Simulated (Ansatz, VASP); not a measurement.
## KF (Carobbiite): VASP beside Ansatz

Contents of INCAR:

```
ALGO     = Fast           # electronic algorithm
EDIFF    = 1E-6           # SCF threshold, eV
ENCUT    = 520            # plane-wave cutoff, eV
GGA      = PE             # functional
ISIF     = 2              # what is computed and relaxed
ISMEAR   = 0              # smearing method
LASPH    = True           # aspherical terms in the spheres
LCHARG   = False          # write CHGCAR
LREAL    = False          # projectors in reciprocal space
LWAVE    = False          # write WAVECAR
NBANDS   = 15             # bands
NELM     = 100            # most SCF steps
PREC     = Accurate       # precision mode
SIGMA    = 0.1            # smearing width, eV
```

KPOINTS

```
k-points
0
Gamma
  6 6 6
```

The input POSCAR:

```
KF
1.0
    0.0000000000      2.6718500000      2.6718500000
    2.6718500000      0.0000000000      2.6718500000
    2.6718500000      2.6718500000      0.0000000000
K F
1 1
Direct
    0.0000000000      0.0000000000      0.0000000000
    0.5000000000      0.5000000000      0.5000000000
```

Input for Ansatz:

```yaml
crystal:
  lattice:
    - [0.0, 2.67185, 2.67185]
    - [2.67185, 0.0, 2.67185]
    - [2.67185, 2.67185, 0.0]
  atoms:
    - { symbol: K, position: [0.0, 0.0, 0.0] }
    - { symbol: F, position: [0.5, 0.5, 0.5] }
basis:
  ecutwfc: 420
kpoints:
  mp_grid: { grid: [6, 6, 6] }
hamiltonian:
  xc: pbe
scf:
  occupations: { method: gaussian, width: 0.1 }
output:
  forces: true
  stress: true
  eigenvalues: true
```

Alike in both runs: task single point; functional PBE; k mesh 6 × 6 × 6; occupations gaussian, width 0.1 eV; no spin polarisation.

```csv
,VASP,Ansatz
version,VASP 6.6.1,Ansatz 0.2.0
potentials or method,"VASP PAW PBE potentials, release 64 (K_sv, F)","scalar-relativistic, plane waves, PAW"
plane-wave cutoff (eV),520,420
valence electrons in the cell,16,16
```

Ansatz gave:

```
gap on the k mesh at the Fermi level (eV) : 6.18
least direct gap on the mesh (eV)         : 6.18
pressure (GPa)                            : 1.4
```

Question: Estimate VASP's values.

Answer: gap on the k mesh at the Fermi level (eV): 6.17; least direct gap on the mesh (eV): 6.17; pressure (GPa): 1.4.

A hybrid or GW would open this gap; PBE tends to underestimate it.
